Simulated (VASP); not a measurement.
# MnO₂, self-consistent run: which settings are enough?

MnO₂, P6_3/mmc (no. 194), 6 atoms in the cell. PBE with D2; PAW potentials Mn_pv, O (PBE set). VASP 6.6.1.

Wanted: energy within 2 meV/atom; pressure within 0.1 GPa.

POSCAR:
```
MnO2
1.0
    2.8549554371      0.0000000000      0.0000000000
   -1.4274777185      2.4724639352      0.0000000000
    0.0000000000      0.0000000000     10.2217427273
Mn O
2 4
Direct
    0.0000000000      0.0000000000      0.5000000000
    0.0000000000      0.0000000000      0.0000000000
    0.6666666667      0.3333333333      0.4068564500
    0.6666666667      0.3333333333      0.0931435500
    0.3333333333      0.6666666667      0.5931435500
    0.3333333333      0.6666666667      0.9068564500
```

## Inputs of the D2 term

| Inputs of the D2 term | Energy less reference (meV/atom) | Pressure (GPa) | SCF iterations | Time (s) |
|---|---|---|---|---|
| default | 0.0 | 3.63 | 20 | 79 |
| VDW_RADIUS = 15 | 1.1 | 3.66 | 20 | 80 |
| VDW_RADIUS = 25 | 0.2 | 3.64 | 20 | 89 |
| VDW_RADIUS = 80 | 0.0 | 3.63 | 20 | 85 |
| VDW_S6 = 0.6 | 25.6 | 3.84 | 20 | 83 |
| VDW_D = 15.0 | -13.2 | 3.40 | 20 | 84 |
| VDW_D = 30.0 | 13.0 | 3.48 | 20 | 83 |
| VDW_C6 = 10.800 0.700, VDW_R0 = 1.562 1.342 | 0.0 | 3.63 | 20 | 80 |
| VDW_C6 = 12.960 0.840, VDW_R0 = 1.562 1.342 | -25.6 | 3.42 | 20 | 84 |
| VDW_C6 = 8.640 0.560, VDW_R0 = 1.562 1.342 | 25.6 | 3.84 | 20 | 84 |

Chosen: default; no other choice that stays within half of the tolerance saves 30 % of the time.

## The input

INCAR:
```
SYSTEM = MnO2
PREC = Accurate
ENCUT = 520
EDIFF = 1E-7
ISMEAR = 0
SIGMA = 0.02
LREAL = .FALSE.
LASPH = .TRUE.
ALGO = Normal
NELM = 100
ISIF = 2
LWAVE = .FALSE.
LCHARG = .FALSE.
ISPIN = 2
MAGMOM = 4 4 0 0 0 0
LORBIT = 11
LMAXMIX = 4
IVDW = 1
```

KPOINTS:
```
k-points
0
Gamma
  8 8 2
```

Commands:
```
cat potpaw_PBE.64/Mn_pv/POTCAR potpaw_PBE.64/O/POTCAR > POTCAR
mpirun -np 1 vasp_std > vasp.out
```

The chosen input took VASP 6.6.1 79 s on 1 core (Intel Xeon Platinum 8488C (Sapphire Rapids)), a shared host.
